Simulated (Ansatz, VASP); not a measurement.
## Two plane-wave programs on ZrC

File INCAR:

```
PREC = Accurate
ENCUT = 520
EDIFF = 1E-6
ISMEAR = 0
SIGMA = 0.15
LREAL = F
LASPH = T
NELM = 80
ALGO = Normal
ISIF = 2
LWAVE = F
LCHARG = F
GGA = PS
NBANDS = 15
```

KPOINTS

```
regular mesh
0
Gamma
  18 18 18
```

POSCAR

```
ZrC
1.0
    0.0000000000      2.2797037000      2.3502100000
    2.2797037000      0.0000000000      2.3502100000
    2.2797037000      2.2797037000      0.0000000000
Zr C
1 1
Direct
    0.5000000000      0.5000000000      0.5000000000
    0.0000000000      0.0000000000      0.0000000000
```

Input for Ansatz:

```yaml
crystal:
  lattice:
    - [0.0, 2.2797037, 2.35021]
    - [2.2797037, 0.0, 2.35021]
    - [2.2797037, 2.2797037, 0.0]
  atoms:
    - { symbol: Zr, position: [0.5, 0.5, 0.5] }
    - { symbol: C, position: [0.0, 0.0, 0.0] }
basis:
  ecutwfc: 420
kpoints:
  mp_grid: { grid: [18, 18, 18] }
hamiltonian:
  xc: pbesol
scf:
  occupations: { method: gaussian, width: 0.15 }
output:
  forces: true
  stress: true
  eigenvalues: true
```

Change from the starting cell: strain -0.030 along x and y, +0.000 along z, atoms carried along.

Alike in both runs: task single point; functional PBEsol; k mesh 18 × 18 × 18; occupations gaussian, width 0.15 eV; no spin polarisation.

```csv
,VASP,Ansatz
version,VASP 6.6.1,Ansatz 0.2.0
potentials or method,"VASP PAW PBE potentials, release 64 (Zr_sv, C)","scalar-relativistic, plane waves, PAW"
plane-wave cutoff (eV),520,420
valence electrons in the cell,16,16
```

```csv
,VASP,Ansatz,Ansatz less VASP
gap on the k mesh at the Fermi level (eV),none,none,-
pressure (GPa),11.3,10.9,-0.42
largest component of the traceless stress (GPa),9.15,9.09,-0.054
```

A gap of «none» marks a metal or a gap that the smearing closes. The functional is the same, so the differences come from potentials, cutoffs and numerics.

Caveats: the PAW data sets were made with another functional, which shifts forces and pressure a little (VASP).
